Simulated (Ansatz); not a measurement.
# Response to strain in InCuS2

Base system: InCuS2 in the chalcopyrite structure (space group I-42d, No. 122).

```
CELL_PARAMETERS angstrom
     -2.78850     2.78850     5.61719
      2.78850    -2.78850     5.61719
      2.78850     2.78850    -5.61719
ATOMIC_POSITIONS crystal
  Cu 0.75000 0.25000 0.50000
  Cu 0.00000 0.00000 0.00000
  In 0.25000 0.75000 0.50000
  In 0.50000 0.50000 0.00000
  S  0.09504 0.12500 0.47004
  S  0.65496 0.62500 0.52996
  S  0.37500 0.90496 0.02996
  S  0.87500 0.34504 0.97004
```

Cartesian axes are those of the cell as printed.

Strains are applied to the cell and any free atomic positions relax; under biaxial strain the out-of-plane vector relaxes too.

The values are results of Kohn–Sham DFT with the PBE functional, run in Ansatz (a first-principles code) with PAW and 420 eV plane waves, without spin-orbit coupling, not measurements.

Notes on the quantities. pressure: mean of the normal stresses, compression positive.

```csv
change,shortest interatomic distance,pressure
base,4.400 bohr,0.0 GPa
"biaxial strain −2.11 %, plane normal [001], relaxed out of plane",…,…
"biaxial strain −0.25 %, plane normal [001], relaxed out of plane",4.397 bohr,0.1 GPa
"biaxial strain +0.72 %, plane normal [001], relaxed out of plane",4.408 bohr,-0.3 GPa
"biaxial strain +4.73 %, plane normal [001], relaxed out of plane",4.460 bohr,-1.9 GPa
isotropic strain −5.41 %,4.133 bohr,16.2 GPa
isotropic strain +0.93 %,4.448 bohr,-1.7 GPa
isotropic strain +1.10 %,4.456 bohr,-2.0 GPa
uniaxial strain ε_xx = −0.43 %,4.393 bohr,0.3 GPa
tensor shear ε_xz = −1.85 %,4.391 bohr,0.0 GPa
```

Question: Complete the table.

Answer: 
- biaxial strain −2.11 %, plane normal [001], relaxed out of plane, shortest interatomic distance: 4.378 bohr
- biaxial strain −2.11 %, plane normal [001], relaxed out of plane, pressure: 1.0 GPa

A case with no gap was solved on a k-mesh chosen for an insulator, which is coarse for it. Stability against distortions was not tested. All final runs are without spin polarisation.
